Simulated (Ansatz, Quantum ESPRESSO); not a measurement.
Ti and the pressure, program beside program

The cell as given:

The structure is hexagonal, space group P6/mmm (No. 191). Conventional cell: a = 4.567 Å, b = 4.567 Å, c = 2.826 Å, α = 90.00°, β = 90.00°, γ = 120.00°. Ti (site symmetry -6m2) has 11 Ti at 2.64 to 2.99 Å as nearest neighbours. Ti (site symmetry 6/mmm) has 14 Ti at 2.83 to 2.99 Å as nearest neighbours.

This isn't the form of Ti at room conditions, which is hcp.

Kept alike: task relaxation of cell and atoms; functional PBEsol; k mesh 7 × 7 × 9; occupations fermi-dirac, width 0.05 eV; no spin polarisation. The mesh is that of the run's cell of 3 atoms. No spin-orbit coupling.

- A: Ansatz, Ansatz PAW, made for PBE, cutoff 420 eV
- B: Quantum ESPRESSO, GBRV 1.5 PBEsol, cutoff 707 eV

| pressure (GPa) | A: volume (Å³/atom) | B: volume (Å³/atom) |
| --- | --- | --- |
| 0 | 16.470 | 16.467 |
| 2 | 16.203 | 16.203 |
| 5 | 15.841 | 15.839 |
| 10 | 15.304 | 15.305 |

Values on potentials made for another functional: all of A. Values hold for each row's relaxed cell, which stops near the pressure aimed at. Ansatz's stress holds its Pulay term. The runs follow the start's structure, whether or not it is the stable one at these pressures. For a metal such a mesh leaves the last digits unconverged.

Question: How large is the effect of the pressure, and do the programs agree on it?

Answer: From 0 to 10 GPa the volume moves by -1.166 in A, -1.162 in B (Å³/atom). Row by row the programs differ by 0.000 to 0.003, and over this span the shifts, as printed, agree within 1 %.

Compression shrinks this ω-type titanium smoothly, and each further GPa removes less volume than the one before, so the lattice stiffens as it is squeezed. Both programs show this. The cohesion comes largely from a partly filled d band. Shortening the Ti–Ti contacts widens that band and strengthens the bonding, but the kinetic energy of the electrons and the overlap with the semicore shells rise faster, so resistance to compression grows. Pressure probably also moves some charge from s to d states, as is usual in early transition metals.

The close match suggests that the choice of potential hardly affects the compression here, but it doesn't establish accuracy against experiment, since both programs share the functional. The volume of about 16.47 Å³/atom at zero pressure is in fact smaller than that known for ω-Ti, most likely because PBEsol tends to overbind 3d metals. Volumes alone also leave open whether the a and c axes shorten in proportion.
